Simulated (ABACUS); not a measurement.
Ag:

```xyz
1
Lattice="-2.0427 0.0000 2.0427 0.0000 2.0427 2.0427 -2.0427 2.0427 0.0000" Properties=species:S:1:pos:R:3 pbc="T T T"
Ag    0.0000    0.0000    0.0000
```

Base run:

```yaml
Program: ABACUS 3.10.1
Functional: LDA
Potentials_or_basis: PseudoDojo NC SR 0.4.1 LDA standard
Cutoff: 1184 eV
Density_cutoff: 4735 eV
Basis: plane waves
k_mesh: 9 × 9 × 9
Occupations: fermi-dirac, width 0.05 eV
Spin: no spin polarisation
```

Its results: band gap on the k mesh none (metal or under the smearing width); pressure -7.5 GPa.

Question: The run is repeated on the same cell with these changes: functional from LDA to OLYP; potentials or basis from PseudoDojo NC SR 0.4.1 LDA standard to SSSP 1.3 efficiency PBE; cutoff from 1184 eV to 748 eV; density cutoff from 4735 eV to 5987 eV. What comes out?

Answer: Band gap on the k mesh none (metal or under the smearing width); pressure 7.2 GPa.

Caveats: the potentials were made for another functional, which shifts forces and pressure (some runs).

Not every run made on this cell is shown here.
